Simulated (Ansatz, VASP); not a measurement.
# Ge: VASP beside Ansatz

```xyz
2
Lattice="0.0000 2.8379 2.8379 2.8379 0.0000 2.8379 2.8379 2.8379 0.0000" Properties=species:S:1:pos:R:3 pbc="T T T"
Ge    0.0000    0.0000    0.0000
Ge    1.4189    1.4189    1.4189
```

Alike in both runs: functional PBEsol; k mesh 14 × 14 × 14; occupations gaussian, width 0.1 eV; no spin polarisation.

Ansatz relaxed the structure, and its values are those at the end. VASP's run is a single point on that final structure, the one shown.

|  | VASP | Ansatz |
| --- | --- | --- |
| version | VASP 6.6.1 | Ansatz 0.2.0 |
| potentials or method | VASP PAW PBE potentials, release 64 (Ge_d) | scalar-relativistic, plane waves, PAW |
| plane-wave cutoff (eV) | 520 | 420 |
| valence electrons in the cell | 28 | 28 |

```csv
,VASP,Ansatz,Ansatz less VASP
gap on the k mesh at the Fermi level (eV),none,none,-
pressure (GPa),-0.4,0.0,+0.42
```

A gap of «none» marks a metal or a gap that the smearing closes.

Caveats: the PAW data sets were made with another functional, which shifts forces and pressure a little (VASP); this crystal is a semiconductor, whose small gap the functional closes, so the metal is an error of the method.
